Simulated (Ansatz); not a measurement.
**Run record: elastic constants by finite strains of BaZrO3 (Pm-3m)**

Level of theory: PBEsol, all-electron LAPW in Ansatz 0.2.0, scalar-relativistic.

The cell comes from a PAW relaxation under the same functional.

Launched as:

```sh
ansatz run input.yaml --threads 2 --pin off --max-ram 6144MiB --backend cpu --events-out ev --progress --plain --runs-dir out
```

input.yaml:

```yaml
crystal:
  lattice:
    - [4.18061501459, 0.0, 0.0]
    - [0.0, 4.18061501459, 0.0]
    - [0.0, 0.0, 4.18061501459]
  atoms:
    - { symbol: Ba, position: [0.0, 0.0, 0.0] }
    - { symbol: Zr, position: [0.5, 0.5, 0.5] }
    - { symbol: O, position: [0.0, 0.5, 0.5] }
    - { symbol: O, position: [0.5, 0.0, 0.5] }
    - { symbol: O, position: [0.5, 0.5, 0.0] }
kpoints:
  mp_grid: { grid: [6, 6, 6] }
scf:
  occupations: { method: fixed }
hamiltonian:
  xc: pbesol
  pseudopotentials: { kind: all_electron, lapw: { basis_error: 0.0005 } }
elastic:
  mode: relaxed_ion
  stencil: two_point
  amplitude: 0.008
```

Output:

```
Warning: RAYON_NUM_THREADS=2 ignored (pool sized by the plan → 2); use --threads N
LAPW: plane waves up to 10.245 Å⁻¹, error target 5.0e-4 eV per atom; small_component_spin mean_spin; O in spheres of 0.954 Å, 8 of its electrons in bands, Dirac shells []; Zr in spheres of 1.073 Å, 30 of its electrons in bands, ...
Engine: ansatz 0.2.0, aarch64-unknown-linux-gnu
Pseudopotentials: kind: all_electron
Pseudopotential: Ba, LAPW, valence charge 28, lapw/all_electron/scalar/gaussian/Ba, Koelling and Harmon's equation, gaussian nucleus
Pseudopotential: Zr, LAPW, valence charge 30, lapw/all_electron/scalar/gaussian/Zr, Koelling and Harmon's equation, gaussian nucleus
Pseudopotential: O, LAPW, valence charge 8, lapw/all_electron/scalar/gaussian/O, Koelling and Harmon's equation, gaussian nucleus
Functional definition: PBEsol
  exchange = pbesol_x
  correlation = pbesol_c
davidson cushion auto → on  (no smearing: the cushion is to keep the highest requested band from converging to the state above it; pin scf.eigensolver.cushion to override)
Crystal: 5 atoms, lattice volume = 73.067 Å³
Basis set: ecut = 399.86467948394886 eV, 1357 PW (Γ), exchange–correlation at level 2
[... 138 lines left out ...]
         0.000     -0.000      0.000      0.000      0.000     85.550
  reference stress σ⁰ (GPa):      0.017      0.017      0.017      0.000      0.000      0.000
  no Pulay correction (none for the plane-wave cutoff is built on LAPW): the batch's stresses and constants are at fixed plane waves
  C* (energy form; C + prestress term) asymmetry max|C*_kj − C*_jk| = 2.842e-14 GPa — a small one proves nothing (zero by symmetry where the batch's group is 432, −43m or m−3m); a large one is finite-difference/SCF noise where ...
  moduli (Voigt/Reuss/Hill, GPa): K = 162.97/162.97/162.97   G = 99.49/96.75/98.12   E = 245.16   ν = 0.249
  mechanically stable: yes (min eigenvalue of sym C = 85.55 GPa)
  where every solve meets its electron count the energy-path curvature estimates C_jj along a normal strain and C_jj − ¼(σ⁰_aa + σ⁰_bb) along a shear (ab), closely only under elastic.basis: deformed
  strain η (Voigt 11):  stress-route row diagonal C_11 = 323.51 GPa, energy-path curvature d²(F+E_count)/dδ²/Ω₀ = 323.35 GPa
         δ    σ_11 (GPa)             F (eV)   n_scf  n_hpsi   n_pw
    -8.000e-3      -2.6817     -325291.9098599      13   99602   1357   relax 0 steps, max|allowed force component| 3.94e-30 eV/Å
     8.000e-3       2.4944     -325291.9100070      13   99190   1357   relax 0 steps, max|allowed force component| 1.01e-30 eV/Å
  strain η (Voigt 23):  stress-route row diagonal C_44 = 85.55 GPa, energy-path curvature d²(F+E_count)/dδ²/Ω₀ = 85.53 GPa
         δ    σ_23 (GPa)             F (eV)   n_scf  n_hpsi   n_pw
    -8.000e-3      -0.6844     -325291.9134040      10  104596   1357   relax 0 steps, max|allowed force component| 9.78e-30 eV/Å
     8.000e-3       0.6844     -325291.9134040      10  104610   1357   relax 0 steps, max|allowed force component| 1.75e-29 eV/Å
```

Self-consistency was reached.

Elastic constants:

Elastic constants of a crystal by Kohn-Sham DFT: slopes of the stress over finite engineering strains of the given cell, Voigt indices, Cartesian axes as in the input.

| Quantity | Value |
| --- | --- |
| Pressure at rest | -0.017 GPa |
| Least elastic eigenvalue | 85.55 GPa |
| Elastically stable | yes |

| index | elastic (GPa) |
| --- | --- |
| 11 | 323.5 |
| 12 | 82.7 |
| 44 | 85.55 |

**Elastic moduli**

Hill averages of a grain aggregate, Debye temperature from the mean sound speed over directions.

| Item | Value |
| --- | --- |
| Bulk modulus | 163 GPa |
| Shear modulus | 98.12 GPa |
| Young modulus | 245.2 GPa |
| Poisson ratio | 0.2493 |
| Bulk over shear modulus | 1.661 |
| Elastic anisotropy index | 0.1415 |
| Least young modulus | 218.4 GPa |
| Largest young modulus | 289.8 GPa |
| Longitudinal sound speed | 6837 m/s |
| Transverse sound speed | 3951 m/s |
| Elastic debye temperature | 532.7 K |
| Linear compressibility (x, y, z) | 2.045, 2.045, 2.045 1/TPa |
| Zener ratio | 0.7105 |
| Cauchy pressure | -2.85 GPa |

### Strained cells

Stress of each strained cell less that at rest, tension positive.

| strain component | strain | stress xx (GPa) | stress yy (GPa) | stress zz (GPa) | stress yz (GPa) | stress xz (GPa) | stress xy (GPa) | relaxation steps |
| --- | --- | --- | --- | --- | --- | --- | --- | --- |
| xx | -0.008 | -2.698 | -0.6744 | -0.6744 | 0 | 0 | 0 | 0 |
| xx | 0.008 | 2.478 | 0.6487 | 0.6487 | 0 | 0 | 0 | 0 |
| yz | -0.008 | -0.0031 | -0.0031 | -0.0031 | -0.6844 | 0 | 0 | 0 |
| yz | 0.008 | -0.0031 | -0.0031 | -0.0031 | 0.6844 | 0 | 0 | 0 |

Cost: 3.4 min on 2 threads of Arm Neoverse V1, with other jobs on the host, peak memory 0.92 GiB.
